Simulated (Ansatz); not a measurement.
## TaN: comparing deformations

Level of theory: DFT PBE, scalar-relativistic, plane waves, PAW (Ansatz 0.2.0). Settings: plane waves to 420 eV, k-mesh 24×24×24 (Γ-centred), Gaussian smearing 0.15 eV. Spin–orbit coupling is left out, which can shift energies with elements as heavy as these. No spin polarisation. Energies are free energies at this smearing, counted from the undisturbed cell; pressure is positive in compression.

The starting cell (relaxed at this level; this rock-salt form isn't the usual structure):

```
Ta N
1.0
     0.00000    2.20863    2.20863
     2.20863    0.00000    2.20863
     2.20863    2.20863    0.00000
Ta N
1 1
Direct
  0.50000 0.50000 0.50000
  0.00000 0.00000 0.00000
```

The cell is strained by ε times a Voigt pattern (xx, yy, zz, yz, xz, xy; engineering shear) with fractional coordinates fixed. τ = (1/V0) dE/dε comes from the stress tensor. Of each scan, only the three points used here are listed.

```
           pattern        ε  τ (GPa)
(1, 1, 0, 0, 0, 0)  -0.0150   -27.73
(1, 1, 0, 0, 0, 0)   0.0000     0.03
(1, 1, 0, 0, 0, 0)   0.0150    23.31
(0, 0, 1, 0, 0, 0)  -0.0150   -11.59
(0, 0, 1, 0, 0, 0)   0.0000     0.02
(0, 0, 1, 0, 0, 0)   0.0150     9.64
(0, 0, 0, 1, 0, 0)  -0.0187    -0.96
(0, 0, 0, 1, 0, 0)   0.0000     0.00
(0, 0, 0, 1, 0, 0)   0.0187     0.96
```

Question: Which constants do the scans give, and which deformation costs least for the same size of strain tensor?

Answer: The slope dτ/dε at zero (parabola through three points) is pᵀCp: (1, 1, 0, 0, 0, 0) gives 2(C11 + C12) = 1701 GPa; (0, 0, 1, 0, 0, 0) gives C11 = 708 GPa; (0, 0, 0, 1, 0, 0) gives C44 = 51 GPa. The size of the strain tensor, ε:ε, is ε² times 2.0, 1.0, 0.5. Per unit of it the stiffnesses are 851, 708, 102 GPa, so (0, 0, 0, 1, 0, 0) is the softest of these: at ε:ε = (1 %)² the quadratic term costs 0.34 meV/atom against 2.86 for the stiffest.

Question: What else follows for this cubic crystal?

Answer: From the unrounded slopes C11 = 707.6 and C12 = 143.0 GPa, so B = (C11 + 2 C12)/3 = 331 GPa and the Poisson ratio for a pull along a cube edge is C12/(C11 + C12) = 0.17.

Question: How anisotropic is this cubic crystal?

Answer: Zener's ratio 2 C44/(C11 − C12) = 0.18; it is 1 for an isotropic solid.

In a metal these slopes depend on the k mesh and the smearing.